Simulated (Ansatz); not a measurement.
# H-type WS2 bilayer (3R stacking) in a perpendicular field, part 2 of 2

What dipole does a perpendicular field induce in the H-type WS2 bilayer (3R stacking), and does the gap follow? A positive field points along +c.

Ansatz 0.2.0; plane-wave DFT, PBE-D3(BJ), Ansatz PAW.

So far, gap along the path (eV): step 3 (atoms held, field 0, start network) 1.36; step 8 (field 0.2 V/Å) 1.37; step 9 (field -0.2 V/Å) 1.31; step 10 (field 0.3 V/Å) 1.35; step 11 (field -0.3 V/Å) 1.26.

### 12. Atoms held, field 0.4 V/Å

File input.yaml:

```yaml
crystal:
  lattice:
    - [3.1583807114, 0.0, 0.0]
    - [-1.5791903557, 2.7352379309, 0.0]
    - [0.0, 0.0, 27.2136440041]
  atoms:
    - { symbol: S, position: [0.3333333333, 0.6666666667, 0.3307164597] }
    - { symbol: W, position: [0.0, 0.0, 0.3886424619] }
    - { symbol: S, position: [0.3333333333, 0.6666666667, 0.4464256045] }
    - { symbol: S, position: [0.6666666667, 0.3333333333, 0.5535545962] }
    - { symbol: W, position: [0.3333333333, 0.6666666667, 0.6113764199] }
    - { symbol: S, position: [0.6666666667, 0.3333333333, 0.6692835403] }
kpoints:
  mp_grid: { grid: [18, 18, 1] }
  band_path:
    path: [[0, 0, 0], [0.5, 0, 0], [0.33333333, 0.33333333, 0], [0, 0, 0]]
    npoints: 16
hamiltonian:
  xc: pbe
  dispersion: d3bj
scf:
  occupations: { method: fermi_dirac, width: 0.02585 }
  convergence: { dr2_threshold: 1.0e-10 }
efield:
  axis: 3
  dipole_correction: true
  ramp_position: 0.9173
  ramp_width: 0.1654
  amplitude: 0.4
output:
  write_potential: true
  write_density: true
  volumetric_format: npy
```

Command:

```bash
$ ansatz run input.yaml --threads 2 --pin off --max-ram 4096MiB --backend cpu --events-out ev --progress --plain --runs-dir out
```

Run time: 54 s. Hardware: 2 threads of Intel Xeon at 2.50GHz (Skylake/Cascade Lake), shared host; peak memory 0.62 GiB; 1.7 min of CPU time.

The dipole is 0.200 e·Å, 0.196 e·Å from its value without field, and the gap 1.299 eV.

### 13. Atoms held, field -0.4 V/Å

input.yaml, as its differences from that of step 12:

```diff
@@ -28,3 +28,3 @@
   ramp_width: 0.1654
-  amplitude: 0.4
+  amplitude: -0.4
 output:
```

Run time: 50 s. Hardware: 2 threads; peak memory 0.63 GiB; 97 s of CPU time.

The dipole is -0.193 e·Å, -0.196 e·Å from its value without field, and the gap 1.198 eV.

### 14. Response, atoms held

This step: plane-wave DFT, PBE-D3(BJ), Ansatz PAW; response to a field along the normal, atoms held (Ansatz 0.2.0).

The dipoles give the slope, and the difference of two potentials shows where the field is screened.

This step gave:

- equivalent conductor thickness p/(ε₀AE): 10.27 Å
- distance between the outer atoms: 9.214 Å

Dipole of the cell against applied field:

```tsv
applied field (V/Å)	dipole of the cell (e·Å)
-0.400	-0.193
-0.300	-0.143
-0.200	-0.0944
-0.100	-0.0454
-0.050	-0.0208
0.000	0.00369
0.050	0.0282
0.100	0.0527
0.200	0.102
0.300	0.151
0.400	0.200
```

Local field over the applied field, running mean. From the potentials at -0.05 and 0.05 V/Å; running mean over 2.8 Å. The local field over applied field by z:

z (Å), local field over applied field and a bar:
```
        5      0.996 ##############################
        6      0.965 #############################
        7      0.803 ########################
        8      0.495 ##############
        9      0.197 #####
       10      0.060 
       11      0.051 
       12      0.130 ###
       13      0.250 ######
       14      0.262 #######
       15      0.156 ###
       16      0.059 
       17      0.050 
       18      0.150 ###
       19      0.424 ############
       20      0.743 ######################
       21      0.947 ############################
       22      0.993 ##############################
       23      0.999 ##############################
```

Electrons, planar mean, per unit field. Induced electron density against z:

z (Å), induced electron density (e/Å³ per V/Å) and a bar from the least value:
```
      4.5    0.00000 ###############
      5.0    0.00001 ###############
      5.5    0.00004 ###############
      6.0    0.00013 ###############
      6.5    0.00037 ################
      7.0    0.00099 ###################
      7.5    0.00231 ########################
      8.0    0.00360 ##############################
      8.5    0.00205 #######################
      9.0    0.00099 ###################
      9.5    0.00034 ################
     10.0   -0.00053 ############
     10.5    0.00004 ###############
     11.0    0.00034 ################
     11.5    0.00008 ###############
     12.0   -0.00087 ###########
     12.5   -0.00111 ##########
     13.0   -0.00217 #####
     13.5   -0.00052 ############
     14.0    0.00179 ######################
     14.5    0.00179 ######################
     15.0    0.00075 ##################
     15.5    0.00045 ################
     16.0   -0.00039 #############
     16.5   -0.00023 ##############
     17.0    0.00032 ################
     17.5    0.00029 ################
     18.0   -0.00106 ##########
     18.5   -0.00114 ##########
     19.0   -0.00338 
     19.5   -0.00302 ##
     20.0   -0.00146 ########
     20.5   -0.00057 ############
     21.0   -0.00021 ##############
     21.5   -0.00007 ##############
     22.0   -0.00002 ##############
     22.5   -0.00001 ##############
     23.0    0.00000 ###############
```

The smaller of the gaps on the path and on the k-mesh, counted as 0 under 0.03 eV. Table of gap by applied field:

```tsv
applied field (V/Å)	gap (eV)
-0.400	1.20
-0.300	1.26
-0.200	1.31
-0.100	1.34
-0.050	1.35
0.000	1.36
0.050	1.37
0.100	1.37
0.200	1.37
0.300	1.35
0.400	1.30
```

By hand: between -0.05 and 0.05 V/Å the dipole changes by 0.04904 e·Å, a slope of 0.4904 e·Å²/V. A perfect conductor of thickness t has p = ε₀AEt, so t = 180.95 × 0.4904 / 8.639 = 10.27 Å (e/ε₀ = 180.95 V·Å, A in Å²).

The induced dipole is that of a conductor 10.27 Å thick.

### 15. What came out

```
gap without field                          : 1.36 eV
ionisation energy, upper face              : 5.20 eV
electron affinity, upper face              : 3.83 eV
step between the vacuum levels             : -0.0774 eV
equivalent conductor thickness, atoms held : 10.3 Å
```

In words: The induced dipole equals that of a perfect conductor 10.27 Å thick, while the outer atoms lie 9.21 Å apart; an out-of-plane ε follows only once a thickness t is chosen, by 1 − 1/ε = 10.27 Å / t. The two faces differ: the vacuum level above lies 0.08 eV lower than the one below. The gap goes from 1.36 eV to 1.20 eV at -0.4 V/Å. With the field reversed the gap is 1.30 eV at 0.4 V/Å. Semilocal functionals give gaps that are too small, and excitons are not included. Spin-orbit coupling is left out, which matters for the bands of elements this heavy.

[Logs are printed without paths, hosts, clocks, repeated set-up lines and the standing remarks that a program may print on its own settings, such as how far it seeks lower states.]

[Hosts, paths, dates, database ids (printed as entryN), source tags and the programs' standing remarks are cut or masked in the printed files.]

[Maps of the electrostatic potential energy from Ansatz leave out the sawtooth potential of an applied field or a dipole correction, so their vacuum need not be flat; planar profiles and work functions include it.]
